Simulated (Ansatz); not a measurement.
Runs of Ansatz 0.2.0 on FeO (Wuestite). The structure is trigonal, space group R-3m (No. 166). Conventional cell: a = 3.038 Å, b = 3.038 Å, c = 7.559 Å, α = 90.00°, β = 90.00°, γ = 120.00°. Around Fe (site symmetry -3m) lie 6 O at 2.16 Å. Around O (site symmetry -3m) lie 6 Fe at 2.16 Å. 

```csv
task,level,cell,k mesh,smearing,atoms under strain,gap on the mesh (eV),pressure (GPa),moment (μB),relaxed volume (Å³/atom)
phonons,PBE,as given,8 × 8 × 8,fermi-dirac 0.05 eV,-,none,-,4.00,-
relaxation of cell and atoms,BLYP+D4,relaxed,11 × 11 × 11,fermi-dirac 0.05 eV,-,none,0.0,4.00,(a)
single point,PBE,as given,11 × 11 × 11,gaussian 0.029 eV,-,none,-1.3,4.00,-
single point,PBE,as given,11 × 11 × 11,gaussian 0.03 eV,-,none,-1.3,4.00,-
relaxation of cell and atoms,PBE+D4,relaxed,11 × 11 × 11,fermi-dirac 0.05 eV,-,none,0.0,4.00,9.84
elastic constants,PBE,as given,8 × 8 × 8,fermi-dirac 0.05 eV,clamped,none,-1.1,4.00,-
```

Alike in all rows: potentials or basis Ansatz PAW; spin collinear, ferromagnetic start; cutoff (eV) 420.

Task: Estimate the missing entries.

Result: (a) 9.90.

Caveats: a cell with one magnetic atom can't hold antiferromagnetic order, which such compounds often take; semilocal functionals often make such compounds metallic where correlation or magnetic order opens a gap, which also shifts bond lengths; the plane-wave basis is chosen anew once the cell has moved, so the energies of steps on either side of that aren't comparable (some runs); pairwise dispersion overbinds metals, which lowers pressure and volume (some runs); the PAW data sets come from PBE, with cores solved anew for the run's functional, which leaves a small shift of forces and pressure (some runs); elastic constants of metals need much finer meshes, so these are rough (some runs).

A gap of «none» marks a metal or a gap under the smearing width.
